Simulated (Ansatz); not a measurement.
# Ge: the order of phases at one pressure

Which of bcc, hcp, omega, diamond, simple hexagonal has the lowest enthalpy for Ge at one common pressure? Methods of the runs shown: LAPW. Companion runs by PAW are cited.

Method: DFT, PBE, all-electron LAPW, scalar-relativistic, in Ansatz 0.2.0.

**1. Starting point**

Symmetry: Im-3m, No. 229, cubic system. The conventional cell has a = 2.838 Å, b = 2.838 Å, c = 2.838 Å, α = 90.00°, β = 90.00°, γ = 90.00°. Around Ge (site symmetry m-3m) lie 8 Ge at 2.46 Å.

Structure file:

```
CELL_PARAMETERS angstrom
-1.41910 1.41910 1.41910
1.41910 -1.41910 1.41910
1.41910 1.41910 -1.41910
ATOMIC_POSITIONS crystal
Ge 0.00000 0.00000 0.00000
```

**2. Bcc relaxed under pressure, LAPW**

Input file input.yaml:

```yaml
crystal:
  lattice:
    - [-1.419095573, 1.419095573, 1.419095573]
    - [1.419095573, -1.419095573, 1.419095573]
    - [1.419095573, 1.419095573, -1.419095573]
  atoms:
    - { symbol: Ge, position: [0.0, 0.0, 0.0] }
kpoints:
  mp_grid: { grid: [19, 19, 19] }
scf:
  occupations: { method: fermi_dirac, width: 0.05 }
hamiltonian:
  xc: pbe
  pseudopotentials: { kind: all_electron, lapw: { basis_error: 0.0005 } }
output:
  forces: true
  stress: true
  eigenvalues: true
relax:
  f_tol: 0.005
  max_steps: 12
  cell: { p_target: 110.0, stress_tol: 0.055 }
```

Launch:

```sh
$ ansatz run input.yaml --threads 1 --pin off --max-ram 3584MiB --backend cpu --events-out ev --progress --plain --runs-dir out
```

The runs that follow: Hcp relaxed under pressure, LAPW; Omega relaxed under pressure, LAPW; Diamond relaxed under pressure, LAPW; Simple hexagonal relaxed under pressure, LAPW.

Before running it: what results should come out? Wanted: pressure; lowest (for each run or level that gives them).

As calculated:

| quantity | value |
| --- | --- |
| pressure | 110 GPa |
| lowest (LAPW) | hcp, 2.4 meV/atom under bcc |
| lowest (PAW) | hcp, 2.4 meV/atom under bcc |

By LAPW the order is hcp < bcc < omega < simple hexagonal < diamond; the first two lie within 2.4 meV/atom, too close to call. By PAW the order is hcp < bcc < omega < simple hexagonal < diamond; the first two lie within 2.4 meV/atom, too close to call. The methods agree on the lowest phase. Only these structures were tried, with electrons smeared by 0.05 eV and without vibrations, so the true ground state may be another. The k meshes differ between phases and weren't tested, which can move differences by some meV.
